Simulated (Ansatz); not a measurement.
The parent structure is AlSb in the zinc blende structure (space group F-43m, No. 216; a = 6.157 Å).

It is then changed as follows: a hydrostatic pressure of 0.3 GPa.

Levels (all Ansatz, a program for electronic structure, PAW): PBEsol (420 eV, without spin-orbit coupling); PBEsol+SOC (420 eV, noncollinear with spin-orbit coupling).

The geometry is relaxed with PBEsol.

* **PBEsol lowest conduction level above the VBM at special points**: X 1.14 eV; L 1.29 eV; Γ 1.51 eV; K 1.62 eV
* **PBEsol electron mass**: 2.8 mₑ along k, 0.22 mₑ across (off the special points)

Question: Predict the hole mass, lowest conduction level above the VBM at special points and electron mass from PBEsol+SOC.

Answer: The hole mass (degenerate bands, along [100]) comes out as 0.100, 0.32 mₑ (at Γ); the lowest conduction level above the VBM at special points becomes X 0.92 eV; L 1.08 eV; Γ 1.31 eV; K 1.40 eV (PBEsol: X 1.14 eV; L 1.29 eV; Γ 1.51 eV; K 1.62 eV); the electron mass changes from 2.8 mₑ along k, 0.22 mₑ across (off the special points) to 2.9 mₑ along k, 0.23 mₑ across (off the special points). The threefold valence maximum splits by Δso ≈ 0.68 eV.

Single points use the geometry relaxed with PBEsol. The spin-orbit shifts are approximate. With Sb present, leaving out spin-orbit coupling can change the band edges. The levels and masses belong to the bands next to the band gap. Load acts through the strain it causes; cell and atoms are relaxed under it. Effective masses come from finite differences of ±0.01 Å⁻¹. Along k means along the line from Γ to the band edge. Whether these cells are dynamically stable was not tested.
